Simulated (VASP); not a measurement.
**C: relaxation of cell and atoms with PBE+D4**

The system is C.

```xyz
8
Lattice="2.5221 0.0000 0.0000 -1.2611 2.1842 0.0000 0.0000 0.0000 8.2371" Properties=species:S:1:pos:R:3 pbc="T T T"
C     1.2611    0.7281    6.9501
C     0.0000    1.4561    2.8315
C     1.2611    0.7281    5.4056
C     0.0000    1.4561    1.2870
C     0.0000    0.0000    7.4649
C     0.0000    0.0000    3.3463
C     0.0000    0.0000    4.8908
C     0.0000    0.0000    0.7722
```

This is a hexagonal form of diamond, not graphite.

| Property | Result |
| --- | --- |
| Program | VASP 6.6.1 |
| Task | relaxation of cell and atoms |
| Functional | PBE |
| Dispersion | D4 |
| Potentials or basis | VASP PAW PBE potentials, release 64 (C) |
| Cutoff | 600 eV |
| k mesh | 12 × 12 × 4 |
| Occupations | fermi-dirac, width 0.05 eV |
| Spin | no spin polarisation |
| Further INCAR settings | ALGO = Normal; EDIFF = 1e-07; IBRION = 2; EDIFFG = -0.01; NSW = 40; ISIF = 3 |

| Item | Value |
| --- | --- |
| Relaxed volume | 5.63 Å³/atom |
| Relaxed cell | a = 2.508 Å, b = 2.508 Å, c = 8.271 Å, α = 90.00°, β = 90.00°, γ = 120.00° |
| Space group after relaxing (to 0.05 Å) | P6_3/mmc (No. 194) |
| Energy gained by relaxing | 2.8 meV/atom |
| Ionic steps | 6 |
| Pressure after relaxing | 0.0 GPa |
| Largest force after relaxing | 0.009 eV/Å |
| Band gap on the k mesh | 4.56 eV, indirect (least direct gap 5.31 eV) |
| Dispersion energy per atom | -0.215 eV |

Forces on the atoms (eV/Å):
```
C    0.000  0.000  0.009
C    0.000  0.000  0.009
C    0.000  0.000 -0.009
C    0.000  0.000 -0.009
C    0.000  0.000  0.000
C    0.000  0.000  0.000
C    0.000  0.000  0.000
C    0.000  0.000  0.000
```

Stress tensor (GPa, compression positive):
```
-0.11  0.00  0.00
 0.00 -0.11  0.00
 0.00  0.00  0.11
```

The path:
```
step  energy change (eV)  largest force (eV/Å)  pressure (GPa)  volume (Å³)
   1              0.0000                0.3273           -3.04        45.38
   2              0.0158                0.4773            4.14        44.67
   3             -0.0220                0.0511           -0.18        45.07
   4             -0.0220                0.0442           -0.24        45.08
   5             -0.0220                0.0605            0.16        45.03
   6             -0.0222                0.0095           -0.04        45.06
```

Final structure:
```
CELL_PARAMETERS angstrom
2.50810 0.00000 0.00000
-1.25405 2.17208 0.00000
0.00000 0.00000 8.27051
ATOMIC_POSITIONS crystal
C 0.66667 0.33333 0.84442
C 0.33333 0.66667 0.34442
C 0.66667 0.33333 0.65558
C 0.33333 0.66667 0.15558
C 0.00000 0.00000 0.90702
C 0.00000 0.00000 0.40702
C 0.00000 0.00000 0.59298
C 0.00000 0.00000 0.09298
```

Levels at points of the mesh, in eV from the valence-band top:
```
           k point  band 14  band 15  band 16  band 17  band 18  band 19
(0.00, 0.00, 0.00)    -0.23     0.00     0.00     5.31     5.31     5.50
(0.50, 0.00, 0.00)    -4.70    -3.71    -2.98     4.62     5.61     6.01
(0.00, 0.00, 0.50)    -0.66    -0.66    -0.66     6.09     6.09     6.09
(0.50, 0.00, 0.50)    -4.76    -3.69    -3.69     4.96     4.96     7.01
```

Run time: 3.4 min on 1 thread of Intel(R) Xeon(R) Platinum 8375C CPU @ 2.90GHz (Ice Lake) (shared host), peak memory 0.19 GiB.

A k mesh can miss the band edges. As with any semilocal functional, this PBE gap is likely too small.
